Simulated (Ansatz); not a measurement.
# Te2Pt: how the settings move a single-point run

How sensitive is a single-point run of Te2Pt to its settings? A reference run comes first, then two runs with altered input.

Program: Ansatz 0.2.0. Level of theory: reference: DFT, PBEsol, plane waves, PAW. These are calculated values, not measurements.

3 further runs of the same task are left out: 1 for a known fault of the program, 2 that didn't finish.

## 1. The structure to begin with

The structure is trigonal, space group P-3m1 (No. 164). Conventional cell: a = 4.038 Å, b = 4.038 Å, c = 5.311 Å, α = 90.00°, β = 90.00°, γ = 120.00°. Around Pt (site symmetry -3m) lie 6 Te at 2.70 Å. Te (site symmetry 3m) is surrounded by 3 Pt at 2.70 Å.

As a file:

```
CELL_PARAMETERS angstrom
4.03818 0.00000 0.00000
-2.01909 3.49716 0.00000
0.00000 0.00000 5.31096
ATOMIC_POSITIONS crystal
Pt 0.00000 0.00000 0.00000
Te 0.33333 0.66667 0.25685
Te 0.66667 0.33333 0.74315
```

## 2. The reference run

Contents of input.yaml:

```yaml
crystal:
  lattice:
    - [4.0381770495, 0.0, 0.0]
    - [-2.0190885248, 3.4971639098, 0.0]
    - [0.0, 0.0, 5.3109615756]
  atoms:
    - { symbol: Pt, position: [0.0, 0.0, 0.0] }
    - { symbol: Te, position: [0.3333333333, 0.6666666667, 0.2568463255] }
    - { symbol: Te, position: [0.6666666667, 0.3333333333, 0.7431536745] }
kpoints:
  mp_grid: { grid: [6, 6, 4] }
hamiltonian:
  xc: pbesol
scf:
  occupations: { method: fermi_dirac, width: 0.02 }
  n_extra_bands: 4
output:
  forces: true
  stress: true
  eigenvalues: true
```

Started as:

```sh
$ ansatz run input.yaml --threads 4 --pin off --max-ram 3686MiB --backend cpu --events-out ev --progress --plain --runs-dir out
```

## 3. Changed: dr2_threshold 1.0e-12

Changes to input.yaml since step 2:

```diff
@@ -16,2 +16,4 @@
   n_extra_bands: 4
+  convergence: { dr2_threshold: 1.0e-12 }
+  max_iter: 76
 output:
```

## 4. Changing settings: xc mr2scan

Changes to input.yaml since step 2:

```diff
@@ -12,3 +12,3 @@
 hamiltonian:
-  xc: pbesol
+  xc: mr2scan
 scf:
```

What does the calculation give? Wanted: for each run, ending; energy change; pressure; gap; force.

**Answer**, as computed:

```csv
run,ending,energy change,pressure (GPa),gap (eV),force (eV/Å),cycles,time
reference,converged,0,-1.3,0.00,0.06,6,4.1 s
1: dr2_threshold 1.0e-12,converged,0.0 meV/atom,-1.3,0.00,0.06,10,3.5 s
2: xc mr2scan,converged,not comparable,1.4,0.00,0.02,6,6.3 s
```

Residual by cycle in the longest SCF loop of each run; runs are numbered as in the table. The quantity is the density residual dr2, in eV.

```csv
cycle,reference,run 1,run 2
1,0.017,0.017,0.0336
2,0.0256,0.0256,0.0496
3,3.2e-4,3.2e-4,3.2e-4
4,1.3e-5,1.3e-5,5.5e-5
5,1.3e-6,1.3e-6,3.8e-6
6,1.4e-8,1.4e-8,7.6e-8
7,-,1.7e-9,-
8,-,7.1e-11,-
9,-,1.6e-12,-
10,-,1.1e-13,-
```

What this shows: «dr2_threshold 1.0e-12» leaves the energy as it was. The pressure spans -1.3 to 1.4 GPa over the reference and the converged variants.
